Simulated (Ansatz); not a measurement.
A relaxation computed with Ansatz, from input to last step.

```yaml
crystal:
  lattice:
    - [5.441714476, 0.0, 0.0]
    - [-2.720857238, 4.7126629764, 0.0]
    - [0.0, 0.0, 4.4298129399]
  atoms:
    - { symbol: Ti, position: [0.8302522109, 0.1697477891, 0.25] }
    - { symbol: Ti, position: [0.6605044217, 0.8302522109, 0.75] }
    - { symbol: Ti, position: [0.8302522109, 0.6605044217, 0.25] }
    - { symbol: Ti, position: [0.1697477891, 0.8302522109, 0.75] }
    - { symbol: Ti, position: [0.3394955783, 0.1697477891, 0.25] }
    - { symbol: Ti, position: [0.1697477891, 0.3394955783, 0.75] }
    - { symbol: Al, position: [0.3333333333, 0.6666666667, 0.25] }
    - { symbol: Al, position: [0.6666666667, 0.3333333333, 0.75] }
basis:
  ecutwfc: 420
kpoints:
  mp_grid: { grid: [6, 6, 8] }
hamiltonian:
  xc: pbesol
scf:
  occupations: { method: gaussian, width: 0.1 }
output:
  forces: true
  stress: true
  eigenvalues: true
relax:
  adjacent_minimum: "off"
  f_tol: 0.01
  max_steps: 30
  cell: { stress_tol: 0.1, fix: [volume] }
```

```bash
ansatz run input.yaml --threads 2 --pin off --max-ram 5120MiB --backend cpu --events-out ev --progress --plain --runs-dir out
```

Level of theory: DFT PBEsol, scalar-relativistic, plane waves, PAW in Ansatz 0.2.0.

The volume is held at 0.88 times that of the relaxed cell.

Of 3 frames 2 are shown, positions in Å and forces in eV/Å; the SCF threshold varies from step to step. Steps run on the plane waves of an earlier cell, with a Pulay correction in the pressure. The basis is chosen afresh for the last frame, the zero of the energies, and at times for earlier ones too; energy and pressure can step there, also at an unchanged geometry. Where two frames share a geometry here, they differ by under 2 meV/atom and 0.3 GPa.

```xyz
8
Lattice="5.4417 0.0000 0.0000 -2.7209 4.7127 0.0000 0.0000 0.0000 4.4298" Properties=species:S:1:pos:R:3:forces:R:3 pbc="T T T" step=1 free_energy_over_end_meV_per_atom=0.01 pressure_GPa=19.66
Ti    4.0561    0.8000    1.1075   -0.0027    0.0016    0.0000
Ti    1.3353    3.9127    3.3224   -0.0027   -0.0016    0.0000
Ti    2.7209    3.1127    1.1075    0.0000   -0.0032    0.0000
Ti   -1.3353    3.9127    3.3224    0.0027   -0.0016    0.0000
Ti    1.3856    0.8000    1.1075    0.0027    0.0016    0.0000
Ti    0.0000    1.5999    3.3224    0.0000    0.0032    0.0000
Al    0.0000    3.1418    1.1075    0.0000    0.0000    0.0000
Al    2.7209    1.5709    3.3224    0.0000    0.0000    0.0000
8
Lattice="5.4391 0.0000 0.0000 -2.7196 4.7104 0.0000 0.0000 0.0000 4.4341" Properties=species:S:1:pos:R:3:forces:R:3 pbc="T T T" step=3 free_energy_over_end_meV_per_atom=0.00 pressure_GPa=19.65
Ti    4.0541    0.7996    1.1085   -0.0017    0.0010    0.0000
Ti    1.3346    3.9108    3.3256   -0.0017   -0.0010    0.0000
Ti    2.7196    3.1111    1.1085    0.0000   -0.0020    0.0000
Ti   -1.3346    3.9108    3.3256    0.0017   -0.0010    0.0000
Ti    1.3850    0.7996    1.1085    0.0017    0.0010    0.0000
Ti    0.0000    1.5993    3.3256    0.0000    0.0020    0.0000
Al    0.0000    3.1403    1.1085    0.0000    0.0000    0.0000
Al    2.7196    1.5701    3.3256    0.0000    0.0000    0.0000
```

The run took 8.8 s on 2 threads of Intel(R) Xeon(R) 6975P-C (Granite Rapids), with other jobs on the host, peak memory 0.55 GiB.